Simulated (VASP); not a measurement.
# BN (Fmm2) in VASP: further runs

Aim: see how the results for BN move with the level of theory and the settings. Levels: PBE, LDA, PBE0. Tasks: G0W0 quasiparticle levels, band structure.

Program: VASP 6.6.1. These are calculated values, not measurements. Logs are shortened: lines on timing, memory, paths and dates and some standing lists are left out, and cuts for length are marked.

### Step 1. The structure

The structure is orthorhombic, space group Fmm2 (No. 42). Conventional cell: a = 2.503 Å, b = 6.991 Å, c = 4.332 Å, α = 90.00°, β = 90.00°, γ = 90.00°. Around N (site symmetry mm2) lie 3 B at 1.44 Å. B (site symmetry mm2) has 3 N at 1.44 Å as nearest neighbours.

Measurements of this composition are mostly on another form, of space group No. 194.

### Step 2. G0W0 quasiparticle levels, PBE

The input, POSCAR:

```
BN
1.0
    0.0000000000      3.4953158300      2.1660912400
    1.2516321000      0.0000000000      2.1660912400
    1.2516321000      3.4953158300      0.0000000000
N B
1 1
Direct
    0.6666513400      0.6666513400      0.3333486600
    0.0000486500      0.0000486500      0.9999513500
```

The input, INCAR.step1:

```
SYSTEM = BN
PREC = Accurate
ENCUT = 450
EDIFF = 1E-8
ISMEAR = 0
SIGMA = 0.01
LREAL = .FALSE.
LASPH = .TRUE.
NELM = 100
ALGO = Normal
LWAVE = .TRUE.
LCHARG = .FALSE.
GGA = PE
```

The input, INCAR.step2:

```
SYSTEM = BN
PREC = Accurate
ENCUT = 450
EDIFF = 1E-8
ISMEAR = 0
SIGMA = 0.01
LREAL = .FALSE.
LASPH = .TRUE.
NELM = 1
ALGO = Exact
LWAVE = .TRUE.
LCHARG = .FALSE.
GGA = PE
NBANDS = 60
LOPTICS = .TRUE.
ISTART = 1
```

The input, INCAR.step3:

```
SYSTEM = BN
PREC = Accurate
ENCUT = 450
EDIFF = 1E-8
ISMEAR = 0
SIGMA = 0.01
LREAL = .FALSE.
LASPH = .TRUE.
ALGO = EVGW0
LWAVE = .FALSE.
LCHARG = .FALSE.
GGA = PE
NELMGW = 1
NBANDS = 60
ENCUTGW = 120
NOMEGA = 50
PRECFOCK = Fast
ISTART = 1
NBANDSGW = 12
```

The input, KPOINTS:

```
Automatic mesh
0
G
  6 6 6
  0 0 0
```

Potentials or basis: VASP PAW PBE potentials, release 64 (N_GW, B_GW).

Command:

```
$ cat potpaw_PBE.64/N_GW/POTCAR potpaw_PBE.64/B_GW/POTCAR > POTCAR
$ cp INCAR.step1 INCAR
$ mpirun -np 1 vasp_std > vasp.out
$ cp INCAR.step2 INCAR
$ mpirun -np 1 vasp_std > vasp.out
$ cp INCAR.step3 INCAR
$ mpirun -np 1 vasp_std > vasp.out
```

OUTCAR:

```text
SYSTEM = BN
   PREC = Accurate
   ENCUT = 450
   EDIFF = 1E-8
   ISMEAR = 0
   LREAL = .FALSE.
   LASPH = .TRUE.
   GGA = PE
   NELMGW = 1
   ENCUTGW = 120
   PRECFOCK = Fast
   ISTART = 1

 ion  position               nearest neighbor table
   1  0.667  0.667  0.333-   2 1.44   2 1.44   2 1.44
   2  0.000  0.000  1.000-   1 1.44   1 1.44   1 1.44

  LATTYP: Found a face centered orthorhombic cell.
 ALAT       =     2.5032642000
 B/A-ratio  =     1.7306133647
 C/A-ratio  =     2.7926064137

  Lattice vectors:

 A1 = (   0.0000000000,   3.4953158300,   2.1660912400)
 A2 = (  -1.2516321000,   3.4953158300,   0.0000000000)
 A3 = (  -1.2516321000,   0.0000000000,   2.1660912400)

Analysis of symmetry for initial positions (statically):
=====================================================================
 Subroutine PRICEL returns:
 Original cell was already a primitive cell.

 Routine SETGRP: Setting up the symmetry group for a
 face centered orthorhombic supercell.

 Subroutine GETGRP returns: Found  4 space group operations
 (whereof  4 operations were pure point group operations)
 out of a pool of  8 trial point group operations.

The static configuration has the point symmetry C_2v.

Analysis of symmetry for dynamics (positions and initial velocities):
=====================================================================
 Subroutine PRICEL returns:
 Original cell was already a primitive cell.

 Routine SETGRP: Setting up the symmetry group for a
 face centered orthorhombic supercell.

 Subroutine GETGRP returns: Found  4 space group operations
 (whereof  4 operations were pure point group operations)
 out of a pool of  8 trial point group operations.

The dynamic configuration has the point symmetry C_2v.

 Subroutine INISYM returns: Found  4 space group operations
 (whereof  4 operations are pure point group operations),
 and found     1 'primitive' translations

----------------------------------------------------------------------------------------

                                     Primitive cell

  volume of cell :      18.9526

  direct lattice vectors                    reciprocal lattice vectors
     0.000000000  3.495315830  2.166091240    -0.399478409  0.143048590  0.230830535
     1.251632100  0.000000000  2.166091240     0.399478409 -0.143048590  0.230830535
     1.251632100  3.495315830  0.000000000     0.399478409  0.143048590 -0.230830535

  length of vectors
     4.112077822  2.501706252  3.712656147     0.483041027  0.483041027  0.483041027

  position of ions in fractional coordinates (direct lattice)
     0.666651340  0.666651340  0.333348660
     0.000048650  0.000048650  0.999951350

  ion indices of the primitive-cell ions
   primitive index   ion index
                 1           1
                 2           2

----------------------------------------------------------------------------------------

 KPOINTS: Automatic mesh

Automatic generation of k-mesh.
 Grid dimensions read from file:
 generate k-points for:    6    6    6

 Generating k-lattice:

  Cartesian coordinates                     Fractional coordinates (reciprocal lattice)
    -0.066579735  0.023841432  0.038471756     0.166666667  0.000000000  0.000000000
     0.066579735 -0.023841432  0.038471756     0.000000000  0.166666667  0.000000000
     0.066579735  0.023841432 -0.038471756     0.000000000  0.000000000  0.166666667

  Length of vectors
     0.080506838  0.080506838  0.080506838

  Shift w.r.t. Gamma in fractional coordinates (k-lattice)
     0.000000000  0.000000000  0.000000000

 Subroutine IBZKPT returns following result:
 ===========================================

 Found     46 irreducible k-points:

 Following reciprocal coordinates:
            Coordinates               Weight
  0.000000  0.000000  0.000000      1.000000
  0.166667  0.000000 -0.000000      8.000000
  0.333333  0.000000  0.000000      8.000000
  0.500000  0.000000  0.000000      4.000000
  0.166667  0.166667  0.000000      2.000000
  0.333333  0.166667  0.000000      8.000000
[... 16 lines left out ...]
 -0.166667  0.166667  0.166667      8.000000
  0.500000  0.333333  0.166667      4.000000
 [... further k-points ...]
   k-points           NKPTS =     46   k-points in BZ     NKDIM =    216   number of bands    NBANDS=     60
   number of dos      NEDOS =    301   number of ions     NIONS =      2
   total plane-waves  NPLWV =  14112
   dimension x,y,z NGX =    28 NGY =   18 NGZ =   28
   dimension x,y,z NGXF=    56 NGYF=   36 NGZF=   56
   ions per type =               1   1
   NGX,Y,Z   is equivalent  to a cutoff of  11.32, 11.96, 12.54 a.u.
   NGXF,Y,Z  is equivalent  to a cutoff of  22.64, 23.92, 25.08 a.u.
 SYSTEM =  BN
   PREC   = accura    normal or accurate (medium, high low for compatibility)
   ISTART =      1    job   : 0-new  1-cont  2-samecut
   ICHARG =      0    charge: 1-file 2-atom 10-const
   ISPIN  =      1    spin polarized calculation?
   LNONCOLLINEAR =      F non collinear calculations
   LSORBIT =      F    spin-orbit coupling
   LASPH  =      T    aspherical Exc in radial PAW
   ENCUT  =  450.0 eV  33.07 Ry    5.75 a.u.   7.11  4.33  6.42*2*pi/ulx,y,z
   NELM   =     60;   NELMIN=  2; NELMDL=  0     # of ELM steps
   EDIFF  = 0.1E-07   stopping-criterion for ELM
   LREAL  =      F    real-space projection
   EDIFFG = 0.1E-06   stopping-criterion for IOM
   NSW    =      0    number of steps for IOM
   IBRION =     -1    ionic relax: 0-MD 1-quasi-New 2-CG
   NFREE  =      0    steps in history (QN), initial steepest desc. (CG)
   ISIF   =      0    stress and relaxation
   ISYM   =      3    0-nonsym 1-usesym 2-fastsym
   POTIM  = 0.5000    time-step for ionic-motion
   TEBEG  =    0.0;   TEEND  =   0.0 temperature during run
   PSTRESS=    0.0 pullay stress
   NELECT =       8.0000    total number of electrons
   NUPDOWN=      -1.0000    fix difference up-down
   EMIN   =  10.00;   EMAX   =-10.00  energy-range for DOS
   EFERMI =   0.00;   METHOD = LEGACY
   ISMEAR =     0;   SIGMA  =   0.01  broadening in eV -4-tet -1-fermi 0-gaus
   EFERMI_NEDOS =   21; number of points for ismear=-14 and -15
   IALGO  =     38    algorithm
   IMIX   =      4    mixing-type and parameters
     AMIX     =   0.40;   BMIX     =  1.00
     AMIX_MAG =   1.60;   BMIX_MAG =  1.00
  volume/ion in A,a.u.               =       9.48        63.95
  Fermi-wavevector in a.u.,A,eV,Ry     =   1.228047  2.320672 20.518928  1.508099
  Thomas-Fermi vector in A             =   2.362987
   LORBIT       =      0    0 simple, 1 ext, 2 COOP (PROOUT), +10 PAW based schemes
   GGA     = PE    functional components
   LHFCALC =     T    Hartree Fock is set to
   PRECFOCK=fast      Normal, Fast or Accurate (Low or Medium for compatibility)
   ENCUT4O =  -1.0   cutoff for four orbital integrals eV
   NKREDX  =     1    reduce k-point grid by
   NKREDY  =     1    reduce k-point grid by
   NKREDZ  =     1    reduce k-point grid by
   AEXX    =    1.0000 exact exchange contribution
   HFSCREEN=    0.0000 screening length (either q_TF or 0.3 A-1)
   HFSCREENC=   0.0000 screening length for correlation (either q_TF or 0.3 A-1)
   ENCUTFOCK=  -1.0 apply spherical cutoff to Coloumb kernel
   IVDW    =     0    specifies the selected vdW correction
   LEPSILON=     F    determine dielectric tensor
   LRPA    =     F    only Hartree local field effects (RPA)
   LRPAFORCE           =     F    calculate RPA forces
   ENCUTGW             = 120.0    cutoff for response function in eV
   ENCUTGWSOFT         =  96.0    soft cutoff for Coulomb kernel in GW response function in eV
   ENCUTLF             =  -1.0    cutoff for local field effects
   NELMGW              =     1    number of iterations in solving QP/BSE equation
   NELMHF              =     1    number of iterations in the inner HF iteration
   NKREDLFX            =     1    NKREDLFY  =   1   NKREDLFZ  =   1
 non-spin polarized calculation
 Gauss-broadening in eV      SIGMA  =   0.01
  energy-cutoff  :      450.00
  volume of cell :       18.95
 maximum number of plane-waves:       431
  NGX = 18; NGY = 10; NGZ = 16
   NGX = 15   NGY =  9   NGZ = 13
 maximum number of plane-waves:        62
 NGX is ok and might be reduce to    18

 QP shifts <psi_nk| G(iteration)W_0 |psi_nk>: iteration 1
 for sc-GW calculations column KS-energies equals QP-energies in previous step
 and V_xc(KS)=  KS-energies - (<T + V_ion + V_H > + <T+V_H+V_ion>^1  + <V_x>^1)

 k-point   1 :       0.0000    0.0000    0.0000
  band No.  KS-energies  QP-energies   sigma(KS)   V_xc(KS)     V^pw_x(r,r')   Z            occupation Imag(sigma)

      1     -15.8569     -17.6877     -18.4928     -15.9915     -26.6569       0.7319       2.0000       1.2934
      2      -2.4619      -3.6331     -15.7637     -14.1869     -19.3695       0.7428       2.0000       0.2057
      3       0.5941      -0.3734     -19.3935     -18.1811     -22.6263       0.7979       2.0000       0.0973
      4       0.6017      -0.3738     -19.4170     -18.1967     -22.6478       0.7994       2.0000       0.0974
      5       6.8796       7.1333      -7.6933      -7.9945      -3.9824       0.8424       0.0000      -0.0893
      6      13.5360      15.3771     -11.9905     -14.2642      -7.2201       0.8097       0.0000      -0.1177
      7      13.5958      15.4477     -12.0439     -14.3359      -7.2565       0.8080       0.0000      -0.1177
      8      15.0021      16.5238     -13.0473     -15.0958      -6.2770       0.7428       0.0000      -0.6701
      9      16.4450      17.7695     -12.2260     -13.9350      -6.5823       0.7750       0.0000      -0.2295
     10      27.6226      28.4832      -8.9263     -10.0112      -2.5866       0.7932       0.0000      -0.9699
     11      28.7939      29.6647      -8.3592      -9.4544      -1.9862       0.7952       0.0000      -0.9243
     12      30.4619      31.5566      -8.7151     -10.0308      -3.2064       0.8321       0.0000      -0.9654

 k-point   2 :       0.1667    0.0000   -0.0000
  band No.  KS-energies  QP-energies   sigma(KS)   V_xc(KS)     V^pw_x(r,r')   Z            occupation Imag(sigma)
[... 353 lines left out ...]
      1     -13.8457     -15.6203     -19.0203     -16.6530     -26.6716       0.7496       2.0000       1.1225
      2      -4.9863      -6.3910     -18.0486     -16.1669     -22.5525       0.7465       2.0000       0.2335
      3      -1.6530      -2.8005     -18.8378     -17.3673     -22.5266       0.7803       2.0000       0.1250
      4      -0.3516      -1.4209     -15.9138     -14.5284     -18.7601       0.7719       2.0000       0.1300
      5       9.2471      10.2969     -10.9826     -12.3126      -6.5290       0.7893       0.0000      -0.1396
      6      11.1134      12.0082      -9.8067     -10.9200      -5.1232       0.8037       0.0000      -0.1495
      7      13.4743      14.5426     -10.1929     -11.5085      -5.4613       0.8120       0.0000      -0.1634
      8      18.6110      19.6299      -9.9657     -11.2529      -4.4950       0.7916       0.0000      -0.4120
      9      20.6195      22.7139     -12.9957     -15.6620      -6.6040       0.7855       0.0000      -0.4893
     10      22.6921      23.7011      -9.4887     -10.7275      -3.4885       0.8145       0.0000      -0.6786
     11      25.2475      26.1494      -8.2224      -9.2924      -3.1029       0.8428       0.0000      -0.6377
     12      25.6955      26.8060      -9.1944     -10.5463      -3.2099       0.8215       0.0000      -0.7901

 [... further k-points ...]
```

Wall time 9.3 min (1 thread of AMD EPYC 7R43 (Zen 3), shared host); peak memory 0.29 GiB.

What came out:

* Band gap on the k mesh, mean-field level: 3.85 eV, indirect (least direct gap 4.56 eV)
* Quasiparticle gap: 5.34 eV
* Least direct quasiparticle gap: 6.26 eV

Levels at points of the mesh, in eV from the valence-band top:
```
           k point  band 2  band 3  band 4  band 5  band 6  band 7
(0.00, 0.00, 0.00)   -4.48   -1.42   -1.42    4.86   11.52   11.58
(0.50, 0.00, 0.00)   -8.99   -4.22   -1.01    4.64    9.82   13.33
(0.50, 0.50, 0.00)   -9.08   -4.21   -0.52    5.78    9.41   12.24
(0.50, 0.00, 0.50)   -6.11   -1.44   -1.41    9.58   11.47   11.54
(0.00, 0.50, 0.50)   -8.90   -4.25   -1.45    3.85    9.90   14.51
```

Caveat: the k mesh is coarse (spacing up to 0.51 Å⁻¹), so the values aren't converged; bands, screening cutoff and mesh are small and nothing is extrapolated, so the quasiparticle values aren't converged. A k mesh can miss the band edges.

(Continued in part 2 of 3.)
